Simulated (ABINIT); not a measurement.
The system is Bi.

```
CELL_PARAMETERS angstrom
-1.98143 1.98143 1.98143
1.98143 -1.98143 1.98143
1.98143 1.98143 -1.98143
ATOMIC_POSITIONS crystal
Bi 0.00000 0.00000 0.00000
```

This isn't the form of Bi at room conditions, which is rhombohedral.

Base run:

```yaml
Program: ABINIT 10.8.3 (patched build)
Functional: revPBE
Potentials_or_basis: JTH PAW PBE v2.0
Cutoff: 707 eV
k_mesh: 9 × 9 × 9
Occupations: fermi-dirac, width 0.05 eV
Spin: no spin polarisation
```

Its results: band gap on the k mesh none (metal or under the smearing width); pressure 1.3 GPa.

**Question.** The run is repeated on the same cell with these changes: functional from revPBE to BLYP. What comes out?

**Answer.** Band gap on the k mesh none (metal or under the smearing width); pressure 4.5 GPa.

Caveats: the PAW data sets were made with another functional, which shifts forces and pressure a little; spin-orbit coupling is left out, which moves the levels of the heavy elements.
